Black phosphorus consists of puckered layers. Within a layer each atom has three covalent neighbours; between the layers there is only weak attraction. The same crystal was relaxed with six density functionals, each with its own D3(BJ) dispersion correction, an attraction between atom pairs added to the functional's energy.

GPAW 26.7.0, plane-wave PAW DFT with D3(BJ) dispersion and no spin polarisation: black phosphorus (four-atom cell, space group Cmce), cell and atoms relaxed, for RPBE alone at a target pressure of −1 GPa. Cutoff 600 eV, 5 × 5 × 4 k mesh, Fermi-Dirac smearing of 0.05 eV. Volume changes are relative to the common starting cell.

```tsv
functional	potentials	volume change (%)	relaxed length a (Å)	relaxed length c (Å)	relaxed angle ab (degree)
RPBE	GPAW-PAW-data-sets-(gpaw-data-1.2.1)	-41.16	4.799	3.284	140.44
BLYP	PAW-data-sets-made-by gpaw-setup-for-the-functional	-10.98	5.393	4.199	143.39
r2SCAN	GPAW-PAW-data-sets-(gpaw-data-1.2.1)	-5.65	5.555	4.382	145.18
PW91	PAW-data-sets-made-by gpaw-setup-for-the-functional	-12.37	5.426	4.119	143.74
SCAN	GPAW-PAW-data-sets-(gpaw-data-1.2.1)	-4.97	5.577	4.404	145.41
rSCAN	GPAW-PAW-data-sets-(gpaw-data-1.2.1)	-7.02	5.510	4.361	144.92
```

The volume change counts from the common starting cell. The relaxed lengths a and b and the angle between them describe the small, four-atom cell. With $L$ for the common length and $\gamma$ for the angle, the edges of the usual rectangular cell are $2L\cos(\gamma/2)$ along the zigzag rows of a layer and $2L\sin(\gamma/2)$ across the layers. The relaxed length c runs along the armchair direction, across the folds of a layer. The converted edges are in the output after the text.

**(a) Which parts of the crystal give way, and why can a change of functional move them so far?**

*Solution.* The crystal shortens across the layers and along the armchair direction in every row, and in proportion to its length the armchair direction shortens more. With PW91 it loses 9 %, the stacking direction 6 %. The zigzag direction instead lengthens slightly in all rows but RPBE.

This pattern fits the bonding. A puckered layer can fold like an accordion: the bonds turn and their angles change, while their lengths hardly need to. Bringing layers closer also costs little at first, since no covalent bond lies between them. The atomic positions are not listed, so the folding is inferred from the cell edges.

The energy at stake is small. The whole BLYP relaxation, with its 11 % loss of volume, gains only about 0.04 eV per atom. A small error in the balance of attraction and repulsion can therefore become a large error in volume. In graphite, whose layers are flat and stiff, the same imbalance would show almost only in the layer spacing; here the layer itself joins in.

**(b) Leave RPBE aside. Why do the other functionals fall into two groups, and does the larger dispersion energy always bring the larger contraction?**

*Solution.* SCAN, r2SCAN and rSCAN lose 5 to 7 % of the volume, BLYP and PW91 11 to 12 %. A contraction is not in itself a fault, because the starting cell is too roomy: it has 20.5 Å$^3$ per atom, against a measured value of roughly 19 Å$^3$ (a rough, recalled figure). The SCAN group ends near that value, the other two about 1 Å$^3$ below it.

Functionals of the SCAN type already describe part of the attraction between atoms at medium distance. Their dispersion correction has less to supply, and it is indeed the smallest here, 0.1 to 0.2 eV per atom. BLYP carries far more, but PW91 only moderately more than rSCAN (0.28 against 0.20 eV per atom). The soft directions of the crystal respond to the total pull, that of the functional and its correction together. The two groups also use different kinds of PAW data set, as the table shows. Functional and data set change together here, so the rows cannot tell how much of the gap belongs to each. For PW91, which contracts far more than rSCAN with only moderately more dispersion energy, the data set remains a suspect beside the functional itself.

The size of the correction does not settle the order, however. BLYP has three times the dispersion energy of PW91 at nearly the same volume, yet it contracts slightly less. What pulls atoms together is the change of an energy with distance, and the functional beneath the correction has a slope of its own. BLYP by itself is strongly repulsive where closed electron shells meet, whereas PW91 gives some attraction there, so much of BLYP's larger correction is probably spent on cancelling repulsion. No run without the correction is available to test this.

Finer differences deserve less trust. SCAN and r2SCAN differ by 0.7 percentage points in volume change, on a coarse k mesh and with small leftover pressures of opposite sign. In so soft a crystal that is too little to rank them. GPAW also warns, in every row, that results may be wrong for so oblique a cell.

**(c) What has the crystal become with RPBE, and is the dispersion correction a plausible culprit?**

*Solution.* The cell can be compared with a simple cubic lattice, in which every atom has six equal neighbours. Drawn in the rectangular cell of black phosphorus, a cubic lattice of edge $d$ has two edges of $\sqrt2\,d$ and a stacking edge of $4d$. The two in-layer edges are then equal, and the stacking edge is $2\sqrt2\approx2.83$ times as long. RPBE gives 1.01 and 2.78, within 2 % of both ratios, while the next closest rows are still far off: PW91 has 1.22 and 3.05, BLYP 1.24 and 3.02.

By its cell shape, then, RPBE has almost left the layered structure, and its 41 % loss of volume belongs to a different state from the other rows. The reported space group is still the old one. An exact cubic lattice would have a higher symmetry, so the crystal has come close to it without reaching it. The missing gap does not decide the matter: PW91 has none on this mesh either, and its cell is still far from cubic. Six nearly equal neighbours are likely but unconfirmed without the atomic positions.

The dispersion energy in this row is 2.3 eV per atom, about the energy of a phosphorus–phosphorus single bond (roughly 2 eV, recalled). It could be a mere consequence of the collapse, since closer atoms attract more. To estimate that part, let all distances shrink in proportion. A pair attraction falling as $r^{-6}$ then grows as the inverse square of the volume $V$, and from PW91 to RPBE this gives

$$\left(\frac{V_\text{PW91}}{V_\text{RPBE}}\right)^2=\left(\frac{17.93}{12.04}\right)^2\approx2.2 .$$

The $r^{-8}$ terms, which D3 also contains, would grow 2.9 times. The actual ratio is 8.4. Proportional shrinking is a crude picture of a cell that contracts so unevenly, but the gap is wide enough to suggest that RPBE's correction is much stronger than PW91's from the outset. Against BLYP the picture differs: the same estimate gives a growth of 2.3 to 3.0 times, and the actual ratio is 2.8. The size of the correction alone therefore does not explain why RPBE collapses and BLYP does not.

Theory offers a reason. RPBE is strongly repulsive between closed shells, and its correction was adjusted to make up for this in weakly bound molecules. The same holds for BLYP, so the difference is expected to lie in the damping, which levels a correction off between close atoms so that it stops pulling. For RPBE this should set in only at shorter distances, and in a dense solid the pull then keeps growing where covalent bonding should decide. Each step of contraction then brings more neighbours within reach and strengthens the pull, much like an internal pressure. Real black phosphorus also turns simple cubic when squeezed, at roughly 10 GPa (recalled).

The external load does not explain the collapse: this row alone was relaxed under a tension of 1 GPa, which favours expansion. The direct test would be RPBE without its dispersion correction, and that calculation is not available. For practical work, the six rows show that adding a dispersion correction does not by itself make a functional safe for a soft layered solid. The relaxed cell edges should be inspected before any property is computed from them.

Printed output of the fit:

```
Conventional edges in angstrom and changes in percent:
     row      a      b      c  change a  change b  change c
    RPBE  3.248  9.032  3.284     -1.44    -17.37    -27.72
    BLYP  3.388  10.24  4.199     2.795    -6.312    -7.584
  r2SCAN  3.324   10.6  4.382    0.8707    -3.011    -3.557
    PW91  3.377  10.31  4.119     2.469    -5.644    -9.345
    SCAN  3.316  10.65  4.404    0.6218    -2.565    -3.072
   rSCAN  3.321  10.51  4.361    0.7773    -3.865    -4.019
Volume and D3 attraction per atom and mesh gap:
     row  volume A3 per atom  D3 eV per atom  gap eV  c over a  b over a
    RPBE               12.04           2.312       0     1.011     2.781
    BLYP               18.21          0.8284  0.1538      1.24     3.023
  r2SCAN                19.3          0.1696  0.3755     1.318     3.189
    PW91               17.93          0.2758       0      1.22     3.054
    SCAN               19.44          0.1201  0.4973     1.328     3.212
   rSCAN               19.02          0.2046  0.3429     1.313     3.164
Start cell, c over a: 1.379
Start cell, b over a: 3.317
Simple cubic lattice in the same cell, b over a: 2.828
RPBE, edge of a simple cubic lattice of the same volume, angstrom: 2.292
D3 energy, RPBE over PW91: 8.382
Growth of r^-6 terms from PW91 to RPBE volume, uniform scaling: 2.218
Growth of r^-8 terms from PW91 to RPBE volume, uniform scaling: 2.893
D3 energy, BLYP over PW91: 3.004
Volume, BLYP over PW91: 1.016
Volume change, PW91 less BLYP, percentage points: -1.39
Volume change, BLYP less rSCAN, percentage points: -3.96
Volume change, r2SCAN less SCAN, percentage points: -0.68
Energy gained in the BLYP relaxation, meV per atom: 38.31
Energy gained in the SCAN relaxation, meV per atom: 3.967
```
